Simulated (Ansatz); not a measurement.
# Nb: the cost of one run

Program: Ansatz 0.2.0 through its Python package. Level of theory: DFT PBE, plane waves, PAW. These are calculated values, not measurements.

This is Nb in the diamond structure; at room conditions it is bcc.

## (1) The structure

Nb Fd-3m: It takes space group Fd-3m (No. 227, cubic). The conventional cell has a = 5.770 Å, b = 5.770 Å, c = 5.770 Å, α = 90.00°, β = 90.00°, γ = 90.00°. Around Nb (site symmetry -43m) lie 4 Nb at 2.50 Å.

Nb Fm-3m: It takes space group Fm-3m (No. 225, cubic). The conventional cell has a = 4.190 Å, b = 4.190 Å, c = 4.190 Å, α = 90.00°, β = 90.00°, γ = 90.00°. Nb (site symmetry m-3m) has 12 Nb at 2.96 Å as nearest neighbours.

No structure file is read: the coordinates are typed or built in the script.

## (2) The code

Contents of nb_transition.py:

```python
import warnings

import ansatz as az
import numpy as np


def diamond(A, a):
    return az.Crystal.diamond(A, a=a)


def fcc(a_site, a):
    return (
        az.Lattice.fcc(a)
        .space_group(225)
        .atom(a_site, (0, 0, 0))
        .primitive()
    )


def solve(name, crystal, pressure=0.0):
    calc = crystal.calculation()
    calc = calc.scf(tolerance=1e-09)
    calc = calc.functional('PBE')
    calc = calc.basis(28 * az.Ry)
    calc = calc.eigensolver('davidson', full_accuracy=True)
    calc = calc.initial_density(normalization='atom')
    calc = calc.kpoints(spacing=0.26).occupations('fermi_dirac', width=0.05)
    calc = calc.relax(force_tolerance=0.02, max_steps=60, cell=True, pressure=pressure)
    return calc.run(threads=1)


def volume_per_atom(outcome):
    return abs(np.linalg.det(outcome.lattice.cell_ang)) / len(outcome.lattice.sites)

warnings.simplefilter('ignore', az.DeckWarning)

phases = {}
phases['diamond'] = diamond('Nb', 5.77)
phases['fcc'] = fcc('Nb', 4.19)

pressures = [0, 20, 40, 60]
enthalpy, volume = {name: [] for name in phases}, {name: [] for name in phases}
for p in pressures:
    for name, crystal in phases.items():
        o = solve(name, crystal, pressure=p)
        volume[name].append(volume_per_atom(o))
        enthalpy[name].append(o.report['energy_sigma0_ev'] / len(o.lattice.sites) + p * volume[name][-1] / 160.21766)
gap = np.array(enthalpy['fcc']) - np.array(enthalpy['diamond'])
rows = [(p, va, vb, 1000 * d) for p, va, vb, d in zip(pressures, volume['diamond'], volume['fcc'], gap)]
print('| P (GPa) | V diamond (A^3/atom) | V fcc (A^3/atom) | H(fcc) - H(diamond) (meV/atom) |')
print('| --- | --- | --- | --- |')
for row in rows:
    print(f'| {row[0]:d} | {row[1]:.3f} | {row[2]:.3f} | {row[3]:+.1f} |')
crossings = [p0 - g0 * (p1 - p0) / (g1 - g0) for p0, p1, g0, g1 in zip(pressures, pressures[1:], gap, gap[1:]) if g0 * g1 < 0]
print('crossing near', [round(float(p), 1) for p in crossings], 'GPa') if crossings else print('no crossing in this range')
```

## (3) What the engine is handed

The package turns the script's settings into the engine's input (first run):

```yaml
crystal:
  lattice:
    - [0.0, 2.885, 2.885]
    - [2.885, 0.0, 2.885]
    - [2.885, 2.885, 0.0]
  atoms:
    - { symbol: Nb, position: [0.0, 0.0, 0.0] }
    - { symbol: Nb, position: [0.25, 0.25, 0.25] }
basis:
  ecutwfc: 380.959407443832
kpoints:
  mp_grid:
    kspacing: 0.26
hamiltonian:
  xc: pbe
scf:
  convergence:
    dr2_threshold: 1.0e-09
  occupations:
    method: fermi_dirac
    width: 0.05
  eigensolver:
    kind: davidson
    full_accuracy: true
  initial_density:
    normalization: atom
relax:
  f_tol: 0.02
  max_steps: 60
  cell:
    p_target: 0.0
```

## (4) Running it

Run with:

```console
$ python nb_transition.py
```

What time and memory should one allow on 1 thread of Arm Neoverse V2, shared host?

About 61 s, with a peak of 0.36 GiB.
